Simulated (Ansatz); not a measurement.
Computed with Ansatz 0.2.0, DFT PBE, scalar-relativistic, plane waves, PAW. All cells share a 420 eV cutoff and Γ-centred k meshes spaced at most about 0.3 Å⁻¹ (about 0.25 or finer for metals, 2π included). No spin polarisation in the final relaxations.

All energies are static (0 K, no zero-point motion).

Two forms of Si2C were relaxed alike.

1.

```
Si C
1.0
    -1.92401    2.88280    4.49897
     1.92401   -2.88280    4.49897
     1.92401    2.88280   -4.49897
Si C
4 2
Direct
  0.61792 0.32183 0.29609
  0.97427 0.67817 0.29609
  0.38208 0.67817 0.70391
  0.02573 0.32183 0.70391
  0.38068 0.50000 0.88068
  0.61932 0.50000 0.11932
```

2.

```
Si C
1.0
     3.01312    0.00000    0.00000
    -1.50656    2.60943    0.00000
     0.00000    0.00000    9.88635
Si C
4 2
Direct
  0.33333 0.66667 0.00000
  0.33333 0.66667 0.24101
  0.33333 0.66667 0.75899
  0.66667 0.33333 0.50000
  0.66667 0.33333 0.30362
  0.66667 0.33333 0.69638
```

Task: Which would you expect to be lower, and how large is the difference?

Result: Cell 2 is lower, by 55 meV/atom. Cell 1 has space group Immm (No. 71), 16.6 Å³/atom and a gap of 0.06 eV on its mesh; cell 2 has space group P-6m2 (No. 187), 13.0 Å³/atom and no gap. Counting C atoms around Si (those within 1.25 times the shortest such distance or 1.15 times the sum of covalent radii, 1.27 where that leaves under three; the shortest distance is added where it exceeds 1.18 times the sum of covalent radii; a slash parts the counts of unlike sites), cell 1 has Si 1 and cell 2 has Si 2/3/6 from 3.5 Å. Cell 1 holds Si–Si nets (shortest 2.35 Å) and C–C pairs (shortest 1.38 Å); cell 2 holds Si–Si units of three or more atoms (shortest 2.38 Å). The denser one is the lower, and pressure would at first widen the difference. Even the lower one lies +0.24 eV/atom against the reference forms of the elements (uncorrected), so neither is stable at this level. In cell 1, Si is surrounded by 1 C at 1.90 Å and 3 Si at 2.35–2.38 Å; C has 1 C at 1.38 Å and 2 Si at 1.90 Å. In cell 2, Si on a site of symmetry -6m2 is surrounded by 2 Si at 2.38 Å; around Si on a site of symmetry 3m lie 3 C at 1.85 Å and 1 Si at 2.38 Å; C is surrounded by 4 Si at 1.85–1.94 Å; 1 more site not described. Both come from invented guesses.

Cells relaxed within their symmetry can be saddle points.

The preference for cell 2 probably reflects its bonding to carbon. Each C there has four Si neighbours, as in silicon carbide, so the strong, polar Si–C bonds are used more fully. In cell 1 each C gives up part of that bonding for a C–C contact of 1.38 Å, close to a double bond, with a planar, ethylene-like environment.

The advantage is modest, probably because cell 2 pays for it elsewhere. Its coordinates place some Si atoms in linear Si–Si–Si and C–Si–C bridges, a poor arrangement for an element that favours tetrahedral sp³ bonding. Unsaturated Si states at these bridges are a plausible source of the metallic character, whereas cell 1 comes closer to satisfying every valence and just opens a gap.

The positive energy against the elements fits the known chemistry: SiC is the established solid compound of this system, and silicon in excess of it separates as the element. Decomposition into SiC and Si is therefore a more demanding test than the elements alone, and both cells should fail it by a wider margin.
